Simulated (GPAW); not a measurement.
# Cr (Im-3m) in GPAW: a series of runs, part 2 of 2

GPAW 26.7.0.

## 3. Equation of state, PBEsol, collinear spin, ferromagnetic start

The input, run.py:

```python
from ase.eos import EquationOfState
from ase.io import Trajectory, read
from ase.units import GPa
from gpaw import GPAW, PW, setup_paths

setup_paths.insert(0, '.')

atoms = read('Cr.cif')
atoms.set_initial_magnetic_moments([3.0])

traj = Trajectory('eos.traj', 'w')
volumes, energies = [], []
for x in [0.94, 0.96, 0.98, 1.0, 1.02, 1.04, 1.06]:
    a = atoms.copy()
    a.set_cell(atoms.cell * x**(1 / 3), scale_atoms=True)
    calc = GPAW(mode=PW(600),
                xc='PBEsol',
                kpts={'size': (10, 10, 10), 'gamma': True},
                occupations={'name': 'fermi-dirac', 'width': 0.05},
                nbands=11,
                convergence={'density': 1e-05, 'energy': 1e-05},
                maxiter=150,
                txt=f'eos-{x:.2f}.txt')
    a.calc = calc
    energies.append(a.get_potential_energy(force_consistent=True))
    volumes.append(a.get_volume())
    p = -a.get_stress()[:3].mean() / GPa
    calc.write(f'eos-{x:.2f}.gpw')
    traj.write(a)
    print(f'{x:.2f} {volumes[-1]:10.4f} A^3 {energies[-1]:14.6f} eV {p:9.3f} GPa', flush=True)

v0, e0, B = EquationOfState(volumes, energies, eos='birchmurnaghan').fit()
print(f'V0 = {v0:.4f} A^3, E0 = {e0:.6f} eV, B0 = {B / GPa:.2f} GPa')
```

The input, Cr.cif:

```cif
data_Cr
_cell_length_a 2.57114226
_cell_length_b 2.57114226
_cell_length_c 2.57114226
_cell_angle_alpha 109.47122063
_cell_angle_beta 109.47122063
_cell_angle_gamma 109.47122063
_space_group_name_H-M_alt 'P1'
_space_group_name_Hall 'P 1'
_space_group_IT_number 1
loop_
_space_group_symop_operation_xyz
'x,y,z'
loop_
_atom_site_label
_atom_site_type_symbol
_atom_site_symmetry_multiplicity
_atom_site_Wyckoff_symbol
_atom_site_fract_x
_atom_site_fract_y
_atom_site_fract_z
_atom_site_occupancy
Cr1 Cr 1 a 0.0000000000 0.0000000000 0.0000000000 1
```

Potentials or basis: PAW data sets generated in the run's folder for this functional, pw.

Started as:

```console
$ gpaw-setup -f PBEsol Cr
$ OMP_NUM_THREADS=1 python run.py
```

The program printed:

```text
__  _  _
 | _ |_)|_||  |
 |__||  | ||/\| - 26.7.0

Input parameters:
  mode=PW(ecut=600.0),
  convergence={'density': 1e-05, 'energy': 1e-05},
  kpts=MonkhorstPack(size=(10, 10, 10), gamma=True),
  maxiter=150,
  nbands=11,
  occupations=Occupations(name='fermi-dirac', width=0.05),
  xc=XC(name='PBEsol')

Diagonalizing LCAO Hamiltonian
Converting LCAO to pw mode

       Cr

Atoms  # Å, Bohr magnetons
|   | symbol |        x |        y |        z |    initial magnetic moments |
|---|--------|----------|----------|----------|-----------------------------|
| 0 |     Cr | 0.000000 | 0.000000 | 0.000000 | ( 0.0000,  0.0000,  3.0000) |

Unit cell  # Å
| periodic |         x |         y |        z |  lengths |     angles |
|----------|-----------|-----------|----------|----------|------------|
|      yes |  2.518655 |  0.000000 | 0.000000 | 2.518655 | 109.471221 |
|      yes | -0.839552 |  2.374611 | 0.000000 | 2.518655 | 109.471221 |
|      yes | -0.839552 | -1.187305 | 2.056473 | 2.518655 | 109.471221 |

Number of symmetries: 48
Symmetry operations  # r_c * U_cc + t_c -> r_c
|    | kind |            matrix            |
|----|------|------------------------------|
|  0 |  σ   |  1, 1, 1,  0, 0,-1,  0,-1, 0 |
|  1 |  C4  |  1, 1, 1,  0, 0,-1, -1, 0, 0 |
|  2 |  C2  |  1, 1, 1,  0,-1, 0,  0, 0,-1 |
|  3 |  S6  |  1, 1, 1,  0,-1, 0, -1, 0, 0 |
|  4 |  S6  |  1, 1, 1, -1, 0, 0,  0, 0,-1 |
|  5 |  C4  |  1, 1, 1, -1, 0, 0,  0,-1, 0 |
|  6 |  E   |  1, 0, 0,  0, 1, 0,  0, 0, 1 |
|  7 |  σ   |  1, 0, 0,  0, 1, 0, -1,-1,-1 |
|  8 |  σ   |  1, 0, 0,  0, 0, 1,  0, 1, 0 |
|  9 |  C3  |  1, 0, 0,  0, 0, 1, -1,-1,-1 |
| 10 |  C3  |  1, 0, 0, -1,-1,-1,  0, 1, 0 |
| 11 |  σ   |  1, 0, 0, -1,-1,-1,  0, 0, 1 |
| 12 |  σ   |  0, 1, 0,  1, 0, 0,  0, 0, 1 |
| 13 |  C2  |  0, 1, 0,  1, 0, 0, -1,-1,-1 |
| 14 |  C3  |  0, 1, 0,  0, 0, 1,  1, 0, 0 |
| 15 |  S4  |  0, 1, 0,  0, 0, 1, -1,-1,-1 |
| 16 |  S4  |  0, 1, 0, -1,-1,-1,  1, 0, 0 |
| 17 |  C3  |  0, 1, 0, -1,-1,-1,  0, 0, 1 |
| 18 |  C3  |  0, 0, 1,  1, 0, 0,  0, 1, 0 |
| 19 |  S4  |  0, 0, 1,  1, 0, 0, -1,-1,-1 |
| 20 |  σ   |  0, 0, 1,  0, 1, 0,  1, 0, 0 |
| 21 |  C3  |  0, 0, 1,  0, 1, 0, -1,-1,-1 |
| 22 |  C2  |  0, 0, 1, -1,-1,-1,  1, 0, 0 |
| 23 |  S4  |  0, 0, 1, -1,-1,-1,  0, 1, 0 |
| 24 |  C4  |  0, 0,-1,  1, 1, 1,  0,-1, 0 |
| 25 |  σ   |  0, 0,-1,  1, 1, 1, -1, 0, 0 |
| 26 |  S6  |  0, 0,-1,  0,-1, 0,  1, 1, 1 |
| 27 |  C2  |  0, 0,-1,  0,-1, 0, -1, 0, 0 |
| 28 |  C4  |  0, 0,-1, -1, 0, 0,  1, 1, 1 |
| 29 |  S6  |  0, 0,-1, -1, 0, 0,  0,-1, 0 |
| 30 |  S6  |  0,-1, 0,  1, 1, 1,  0, 0,-1 |
| 31 |  C4  |  0,-1, 0,  1, 1, 1, -1, 0, 0 |
| 32 |  C4  |  0,-1, 0,  0, 0,-1,  1, 1, 1 |
| 33 |  S6  |  0,-1, 0,  0, 0,-1, -1, 0, 0 |
| 34 |  σ   |  0,-1, 0, -1, 0, 0,  1, 1, 1 |
| 35 |  C2  |  0,-1, 0, -1, 0, 0,  0, 0,-1 |
| 36 |  C2  | -1, 0, 0,  1, 1, 1,  0, 0,-1 |
| 37 |  S6  | -1, 0, 0,  1, 1, 1,  0,-1, 0 |
| 38 |  S6  | -1, 0, 0,  0, 0,-1,  1, 1, 1 |
| 39 |  C2  | -1, 0, 0,  0, 0,-1,  0,-1, 0 |
| 40 |  C2  | -1, 0, 0,  0,-1, 0,  1, 1, 1 |
| 41 |  i   | -1, 0, 0,  0,-1, 0,  0, 0,-1 |
| 42 |  S4  | -1,-1,-1,  1, 0, 0,  0, 1, 0 |
| 43 |  C3  | -1,-1,-1,  1, 0, 0,  0, 0, 1 |
| 44 |  C3  | -1,-1,-1,  0, 1, 0,  1, 0, 0 |
| 45 |  σ   | -1,-1,-1,  0, 1, 0,  0, 0, 1 |
| 46 |  S4  | -1,-1,-1,  0, 0, 1,  1, 0, 0 |
| 47 |  C2  | -1,-1,-1,  0, 0, 1,  0, 1, 0 |

BZ-sampling:
  Number of BZ points: 1000
  Number of IBZ points: 47

  Monkhorst-Pack size: [10, 10, 10]
  Monkhorst-Pack shift: [0.05, 0.05, 0.05]

K-points  # in reciprocal-cell coordinates
|     |                                coordinates |     weight |
|-----|--------------------------------------------|------------|
|   0 | (  0.00000000,   0.00000000,   0.00000000) | 0.00100000 |
|   1 | (  0.10000000,   0.00000000,   0.00000000) | 0.01200000 |
|   2 | (  0.10000000,   0.10000000,  -0.10000000) | 0.00600000 |
|   3 | (  0.20000000,   0.00000000,  -0.10000000) | 0.02400000 |
|   4 | (  0.20000000,   0.00000000,   0.00000000) | 0.01200000 |
|   5 | (  0.20000000,   0.10000000,  -0.10000000) | 0.02400000 |
|   6 | (  0.20000000,   0.20000000,  -0.20000000) | 0.00600000 |
|   7 | (  0.30000000,  -0.10000000,  -0.10000000) | 0.00800000 |
|   8 | (  0.30000000,   0.00000000,  -0.10000000) | 0.04800000 |
|   9 | (  0.30000000,   0.00000000,   0.00000000) | 0.01200000 |
| ... |                                            |            |
|  46 | (  0.50000000,   0.50000000,   0.50000000) | 0.00100000 |

Plane wave coefficients: 420
Cutoff: 600.0 eV

Spin-components: 2 (collinear spins)
Bands:           11
Projectors:      6
Spin-degeneracy: 1
Datatype:        complex128

Parallelization:
  kpt:    1
  domain: 1
  band:   1

Density:
  Valence electrons: 6.0
  Components: 2
  Grid points: [15 15 15]
  Charge: 0.0  # |e|

Potential:
  Grid points: [15 15 15]

species:
  Cr:
    name:    Chromium
    Z:       24.0
    valence: 6
    core:    18
    charge:  0.0  # [|e|]
    compensation charges:
      type: gauss
      rc: 0.35  # [Å]
      lmax: 2
    cutoffs:
      filter: 2.14  # [Å]
      core: 3.04  # [Å]
    projectors
    | kind |    occ | energy [eV] | rcut [Å] |
    |------|--------|-------------|----------|
    |   4s |  1.000 |      -4.015 |    1.164 |
    |   4p |  0.000 |      -0.955 |    1.217 |
    |   3d |  5.000 |      -2.928 |    1.111 |
    |    s |        |      23.196 |    1.164 |
    |    p |        |      26.257 |    1.217 |
    |    d |        |      24.283 |    1.111 |

    Using partial waves for Cr as LCAO basis

Reference energy: -28553.124111  # eV

eigensolver:
  PPCG
  Converge bands: occupied
  niter=2

density mixing:
  MSR1-Mixer
  Pratt-step length: 0.05
  Maximum mixing coefficient: 0.75
  Old densities: 10
  SVD Regularization: 0.005
  Good broyden scale: 1.0
  Trust region scale: 1.0
  Backstep threshold: 4.0
  History deletion threshold: 6.0
  Fourier metric: weight=20.0, sigma=0.015

occupation numbers:
  Fermi-Dirac:
    width: 0.0500  # eV

poisson solver:
  ecut: 4800.0  # eV

xc functional:
  name: PBEsol with 2 nearest neighbor stencil

convergence criteria:
- Maximum integral of absolute [dens]ity change: 1e-05 electrons / valence electron
- Maximum [total energy] change in last 3 cyles: 1e-05 eV / valence electron
- Maximum integral of absolute [eigenst]ate change: 4e-08 eV^2 / valence electron
maximum number of iterations: 150

SCF iterations
|iter     | |      energy | eigst |  dens |  magmom |
|---------|-|-------------|-------|-------|---------|
|iter:   1| |   -9.024053 | -0.17 |       |  +2.9979|
|iter:   2| |   -9.065451 | -1.92 | -0.41 |  +2.9062|
|iter:   3| |   -9.819215 | -1.58 | -0.43 |  +1.2107|
|iter:   4| |   -9.964576 | -1.94 | -0.76 |  -0.2295|
|iter:   5| |   -9.986415 | -2.45 | -1.30 |  +0.1894|
|iter:   6| |   -9.987064 | -3.90 | -1.52 |  +0.1364|
|iter:   7| |   -9.989051 | -3.45 | -1.69 |  +0.0156|
|iter:   8| |   -9.989184 | -4.97 | -2.34 |  +0.0010|
|iter:   9| |   -9.989250 | -4.92 | -2.58 |  -0.0019|
|iter:  10| |   -9.989250 | -6.80 | -3.45 |  -0.0008|
|iter:  11| |   -9.989249c| -7.84c| -3.87 |  -0.0000|
|iter:  12| |   -9.989249c| -8.30c| -4.95 |  -0.0000|
|iter:  13| |   -9.989249c| -9.13c| -5.51c|  -0.0000|

Converged in 13 steps
Energy contributions relative to reference atoms: (reference = -28553.124111)

Energy contributions:
  Kinetic:         -22.267164
  Coulomb:          15.100749
  Zero:              0.208055
  External:          0.000000
  Xc:               -3.026702
  Entropy:          -0.008374
  Spinorbit:         0.000000
  ----------------------------
  Free energy:      -9.993436
  Extrapolated:     -9.989249

dipole moment: (-2.084315, -2.947667, -5.105508)  # |e|*Ang

Total magnetic moment: (0.000000, 0.000000, -0.000005)

Local magnetic moments
|        x |        y |         z |
|----------|----------|-----------|
| 0.000000 | 0.000000 | -0.000004 |  # Cr   0

Fermi level: 10.245
Eigenvalues  # (at kpt = [0.000, 0.000, 0.000])
| band index |      eig [eV] | occ [0-1] |      eig [eV] | occ [0-1] |
|------------|---------------|-----------|---------------|-----------|
|          0 |         2.654 |     1.000 |         2.654 |     1.000 |
|          1 |         9.380 |     1.000 |         9.380 |     1.000 |
|          2 |         9.380 |     1.000 |         9.380 |     1.000 |
|          3 |         9.380 |     1.000 |         9.380 |     1.000 |
|          4 |        11.197 |     0.000 |        11.197 |     0.000 |
|          5 |        11.197 |     0.000 |        11.197 |     0.000 |
|          6 |        21.857 |     0.000 |        21.857 |     0.000 |
|          7 |        21.857 |     0.000 |        21.857 |     0.000 |
|          8 |        21.857 |     0.000 |        21.857 |     0.000 |
|          9 |        31.978 |     0.000 |        31.938 |     0.000 |
|         10 |        32.860 |     0.000 |        32.860 |     0.000 |

No gap
No difference between direct/indirect transitions

Stress tensor  # eV/Ang^3
|         x |         y |         z |
|-----------|-----------|-----------|
|  0.141888 | -0.000000 | -0.000000 |
| -0.000000 |  0.141888 | -0.000000 |
| -0.000000 | -0.000000 |  0.141888 |

# Writing to eos-0.94.gpw (mode='')
```

Run time: 70 s. Hardware: 1 thread of Intel Xeon Platinum 8488C (Sapphire Rapids), shared host; peak memory 0.18 GiB.

What came out:

```
Equilibrium volume : 11.16 Å³/atom (rough: see the caveat)
Bulk modulus       : 283 GPa (rough)
```

Energy against volume, from the lowest point:
```
volume (Å³/atom)  energy (meV/atom)
          12.299               0.00
          12.561              39.13
          12.823              83.72
          13.084             133.02
          13.346             186.56
          13.608             243.82
          13.870             304.17
```

Caveat: the minimum lies outside the volumes run.
